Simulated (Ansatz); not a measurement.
Base system: ZrO2 (space group P2_1/c, No. 14).

```
CELL_PARAMETERS angstrom
      5.18930     0.00000     0.00000
      0.00000     5.24180     0.00000
     -0.90344     0.00000     5.30261
ATOMIC_POSITIONS crystal
  Zr 0.27571 0.04384 0.21016
  Zr 0.72429 0.54384 0.28984
  Zr 0.72429 0.95616 0.78984
  Zr 0.27571 0.45616 0.71016
  O  0.06488 0.32613 0.35022
  O  0.93512 0.82613 0.14978
  O  0.93512 0.67387 0.64978
  O  0.06488 0.17387 0.85022
  O  0.45109 0.75674 0.47528
  O  0.54891 0.25674 0.02472
  O  0.54891 0.24326 0.52472
  O  0.45109 0.74326 0.97528
```

Cartesian axes are those of the cell as printed.

All numbers come from PBE/PAW in Ansatz (a quantum-chemistry and plane-wave program), no spin-orbit coupling, earlier PAW set.

It is then changed as follows: every lattice vector is shortened by 2.29 %, atoms relaxed at fixed cell.

### Question
Predict the stress tensor and what it implies for the stiffness.

### Answer
Stress of the strained cell less that of the base (GPa, compression positive):
```
  13.36    0.00    1.67
   0.00   17.66    0.00
   1.67    0.00   10.91
```

Then B = −ΔP/(ΔV/V₀) with ΔV/V₀ = -0.0671 gives secant stiffness values (nonlinear terms included at this strain): B (at held cell shape, above the free-shape value) ≈ 208 GPa.

As a check, the harmonic strain energy −½ V₀ Δσ:ε is 36 meV/atom; the computed energy rise is 35 meV/atom.

No phonon test of stability was made.
